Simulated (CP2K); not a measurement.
The system is GaN.

```
Ga N
1.0
     3.18693    0.00000    0.00000
     1.59347    2.75996    0.00000
     1.59347    0.91999    2.60212
Ga N
1 1
Direct
  0.00000 0.00000 0.00000
  0.25000 0.25000 0.25000
```

The cell is a database's computed one.

Base run:

```yaml
Program: CP2K 2026.2
Functional: AM05
Potentials_or_basis: POTENTIAL_UZH Ga GTH-PBE-q13, N GTH-PBE-q5; TZVP-MOLOPT-PBE-GTH basis
Density_cutoff: 9184 eV
k_mesh: 10 × 10 × 10
Occupations: fermi-dirac, width 0.05 eV
Spin: no spin polarisation
```

Its results: band gap on the k mesh 1.62 eV, direct; pressure 1.7 GPa.

**Question.** The run is repeated on the same cell with these changes: functional from AM05 to BEEF-vdW. What comes out?

**Answer.** Band gap on the k mesh 1.84 eV, direct; pressure 8.3 GPa.

Caveats: the potentials were made for another functional, which shifts forces and pressure; the basis of atomic orbitals isn't converged, which shifts pressures, moduli and gaps.

A k mesh can miss the band edges.

Not every run made on this cell is shown here.
